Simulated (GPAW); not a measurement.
Crystal: TaS2.

```xyz
3
Lattice="3.3500 0.0000 0.0000 -1.6750 2.9012 0.0000 0.0000 0.0000 5.8600" Properties=species:S:1:pos:R:3 pbc="T T T"
Ta    0.0000    0.0000    0.0000
S     1.6750    0.9671    4.3950
S     0.0000    1.9341    1.4650
```

- Program: GPAW 26.7.0
- Task: relaxation of cell and atoms
- Functional: RPBE
- Dispersion: D3(BJ)+ATM
- Potentials or basis: the program's PAW data sets (release 1.2.1) made for this functional, other valence
- Cutoff: 600 eV
- Basis: pw
- k mesh: 7 × 7 × 4
- Occupations: fermi-dirac, width 0.05 eV
- Spin: no spin polarisation
- Hubbard terms: Ta d U = 2 eV

At the start: pressure -0.9 GPa; volume 18.98 Å³/atom.

Q: Where does the relaxation end?

A: Over 9 steps the energy falls by 177.3 meV/atom and the volume is 15.51 Å³/atom (-18.3 %); space group P-3m1 (No. 164, to 0.05 Å).

Step by step:
```tsv
step	energy change (eV)	largest force (eV/Å)	pressure (GPa)	volume (Å³)
1	0.0000	1.4489	-0.92	56.95
2	-0.0698	1.0834	-2.97	56.86
3	-0.2439	0.3559	-9.75	55.41
4	-0.2917	0.3678	-8.87	54.35
5	-0.4043	0.2371	-0.10	49.64
6	-0.4118	0.2482	-0.10	49.55
7	-0.5252	0.2176	0.76	46.95
8	-0.5276	0.0283	0.61	45.96
9	-0.5319	0.0097	-0.08	46.54
```

Final structure:
```cif
data_structure
_symmetry_space_group_name_H-M 'P 1'
_symmetry_Int_Tables_number 1
_cell_length_a 3.1635
_cell_length_b 3.1635
_cell_length_c 5.3696
_cell_angle_alpha 90.000
_cell_angle_beta 90.000
_cell_angle_gamma 120.000
_cell_volume 46.54
loop_
_atom_site_label
_atom_site_type_symbol
_atom_site_fract_x
_atom_site_fract_y
_atom_site_fract_z
_atom_site_occupancy
Ta1 Ta 0.00000 0.00000 0.00000 1
S1 S 0.66667 0.33333 0.69870 1
S2 S 0.33333 0.66667 0.30130 1
```

Caveat: later steps reuse the first step's grids; the volume moved by over 15 % at a fixed basis, so the end points are rough; the volume moved by -18 % from the deposited cell, more than functionals usually miss; U without spin polarisation on a metal has little footing.
